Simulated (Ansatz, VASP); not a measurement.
## One calculation of V, two programs

```
CELL_PARAMETERS angstrom
-1.51016 1.51016 1.51016
1.51016 -1.51016 1.51016
1.51016 1.51016 -1.51016
ATOMIC_POSITIONS crystal
V 0.00000 0.00000 0.00000
```

Alike in both runs: task single point; functional PBE; k mesh 11 × 11 × 11; occupations fermi-dirac, width 0.1 eV; collinear spin.

```csv
,VASP,Ansatz
version,VASP 6.6.1,Ansatz 0.2.0
potentials or method,"VASP PAW PBE potentials, release 64 (V_sv)","PAW, plane waves, scalar-relativistic"
plane-wave cutoff (eV),520,420
valence electrons in the cell,13,13
```

Ansatz gave:

```
pressure (GPa)           : -3.7
net moment per atom (μB) : 0.00
```

Q: Estimate VASP's values.

A: Pressure (GPa): -3.5; net moment per atom (μB): 0.00.

With one functional, cell and mesh, what is left measures potentials, basis and numerics. Ansatz warned: «seeded_moment_not_kept».
